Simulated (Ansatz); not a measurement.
Bi: computed DOS

```cif
data_structure
_symmetry_space_group_name_H-M 'Im-3m'
_symmetry_Int_Tables_number 229
_cell_length_a 3.9859
_cell_length_b 3.9859
_cell_length_c 3.9859
_cell_angle_alpha 90.000
_cell_angle_beta 90.000
_cell_angle_gamma 90.000
_cell_volume 63.33
loop_
_atom_site_label
_atom_site_type_symbol
_atom_site_symmetry_multiplicity
_atom_site_Wyckoff_symbol
_atom_site_fract_x
_atom_site_fract_y
_atom_site_fract_z
_atom_site_occupancy
Bi1 Bi 2 a 0.00000 0.00000 0.00000 1
```

The runs use the primitive cell with vectors (-1.993, 1.993, 1.993), (1.993, -1.993, 1.993), (1.993, 1.993, -1.993) Å, to which the k mesh refers.

The structure comes from a relaxation in the same program, started in the bcc type, and has space group Im-3m. Whether it is a known phase or the ground state wasn't checked.

Spin–orbit coupling is left out, though it moves levels of the heavy atoms by tenths of an eV or more.

The calculation used DFT, PBE, all-electron LAPW, scalar-relativistic (Ansatz 0.2.0).

Sampling and basis: a Γ-centred 13×13×13 k mesh, Fermi–Dirac smearing of 0.08 eV, basis error target 0.25 meV/atom, no spin polarisation.

States per eV and cell, averaged over 0.6 eV, from -10.0 to 3.6 eV, with energies (bin centres) from the Fermi level; empty bins are left out. 

| E (eV) | total |
| --- | --- |
| -9.8 | 0.62 |
| -9.2 | 0.18 |
| -8.6 | 0.05 |
| -5.0 | 0.04 |
| -4.4 | 0.39 |
| -3.8 | 0.85 |
| -3.2 | 0.71 |
| -2.6 | 0.53 |
| -2.0 | 0.56 |
| -1.4 | 0.66 |
| -0.8 | 0.66 |
| -0.2 | 0.69 |
| 0.4 | 0.69 |
| 1.0 | 0.73 |
| 1.6 | 0.71 |
| 2.2 | 0.74 |
| 2.8 | 1.11 |
| 3.4 | 0.57 |
